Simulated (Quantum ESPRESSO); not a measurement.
Gd:

```
Gd
1.0
    -2.02500    2.02500    2.02500
     2.02500   -2.02500    2.02500
     2.02500    2.02500   -2.02500
Gd
1
Cartesian
  0.0000 0.0000 0.0000
```

This isn't the form of Gd at room conditions, which is hcp.

```yaml
Program: Quantum ESPRESSO 7.5
Task: single point
Functional: PBEsol
Potentials_or_basis: SSSP 1.3 efficiency PBE
Cutoff: 748 eV
Density_cutoff: 5987 eV
k_mesh: 9 × 9 × 9
Occupations: fermi-dirac, width 0.05 eV
Spin: collinear spin, ferromagnetic start
Starting_moments: "[7.0] μB"
```

On this cell: pressure -2.4 GPa; net moment 7.64 μB per cell; site moments Gd +7.35 μB; band gap on the k mesh none (metal or under the smearing width).

The same run follows on a disturbed copy (cell strained at random at fixed volume):

```
CELL_PARAMETERS angstrom
-2.04397 1.92790 1.96623
2.03035 -2.06039 2.08509
2.06449 2.08091 -2.09872
ATOMIC_POSITIONS crystal
Gd 0.01011 0.00855 0.01139
```

Question: What does the disturbed cell give?

Answer: The energy (extrapolated to zero smearing) moves by +11.2 meV/atom; pressure -2.4 GPa; net moment 7.65 μB per cell; site moments Gd +7.33 μB; band gap on the k mesh none (metal or under the smearing width).

Stress tensor (GPa, compression positive):
```
-2.29 -0.25  0.15
-0.25 -2.43  1.56
 0.15  1.56 -2.39
```

Caveats: the potentials were made for another functional, which shifts forces and pressure; spin-orbit coupling is left out, which moves the levels of the heavy elements.
